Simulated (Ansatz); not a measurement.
Crystal: PbS.

```
CELL_PARAMETERS angstrom
2.07995 -5.99130 0.00000
2.07995 5.99130 0.00000
0.00000 0.00000 4.27932
ATOMIC_POSITIONS crystal
Pb 0.13056 0.86944 0.25000
Pb 0.86944 0.13056 0.75000
S 0.35480 0.64520 0.25000
S 0.64520 0.35480 0.75000
```

Measurements of this composition are mostly on another form, of space group No. 225.

- Program: Ansatz 0.2.0
- Task: relaxation of cell and atoms
- Functional: LDA
- Potentials or basis: Ansatz PAW
- Cutoff: 420 eV (not typed: the program's choice for these potentials)
- k mesh: 7 × 7 × 6
- Occupations: fermi-dirac, width 0.05 eV
- Spin: no spin polarisation

At the start: volume 26.66 Å³/atom.

**Question.** Where does the relaxation end?

**Answer.** It ends after 7 steps and the volume is 24.27 Å³/atom (-9.0 %); space group Cmcm (No. 63, to 0.05 Å).

Step by step:
```
step  energy change (eV)  largest force (eV/Å)  volume (Å³)
   1              0.0000                0.1130       106.65
   2             -0.0728                0.2262        94.01
   3             -0.1018                0.0999        97.25
   4             -0.1044                0.0267        97.69
   5             -0.1052                0.0049        97.14
   6             -0.1053                0.0008        97.07
   7             -0.1044                0.0009        97.07
```

Final structure:
```
Pb S
1.0
     2.02896   -5.70525    0.00000
     2.02896    5.70525    0.00000
     0.00000    0.00000    4.19304
Pb S
2 2
Direct
  0.12534 0.87466 0.25000
  0.87466 0.12534 0.75000
  0.35952 0.64048 0.25000
  0.64048 0.35952 0.75000
```

Caveat: the plane-wave basis is chosen anew once the cell has moved, so the energies of steps on either side of that aren't comparable; the PAW data sets come from PBE, with cores solved anew for the run's functional, which leaves a small shift of forces and pressure.
